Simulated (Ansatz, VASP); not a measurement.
CdInS2: VASP beside Ansatz

```
In Cd S
1.0
     3.84353    0.00000    0.00000
    -1.92176    3.32859    0.00000
     0.00000    0.00000    6.76482
In Cd S
1 1 2
Direct
  0.00000 0.00000 0.50000
  0.00000 0.00000 0.00000
  0.33333 0.66667 0.24495
  0.66667 0.33333 0.75505
```

Change from the starting cell: volume scaled by 0.98.

Alike in both runs: task single point; functional PBE; k mesh 8 × 8 × 4; occupations fermi-dirac, width 0.05 eV; no spin polarisation.

|  | VASP | Ansatz |
| --- | --- | --- |
| version | VASP 6.6.1 | Ansatz 0.2.0 |
| potentials or method | VASP PAW PBE potentials, release 64 (In_d, Cd, S) | Ansatz PAW |
| plane-wave cutoff (eV) | 520 | 420 |
| valence electrons in the cell | 37 | 45 |

```tsv
	VASP	Ansatz	Ansatz less VASP
gap on the k mesh at the Fermi level (eV)	none	none	-
pressure (GPa)	1.4	1.2	-0.15
largest component of the traceless stress (GPa)	0.30	0.27	-0.032
rms of the force components (eV/Å)	0.005	0.016	+0.0114
```

Atom by atom the forces differ by 0.011 eV/Å (rms over components). A gap of «none» marks a metal or a gap that the smearing closes. With one functional, cell and mesh, what is left measures potentials, basis and numerics. The two sets of potentials don't hold the same shells in valence.
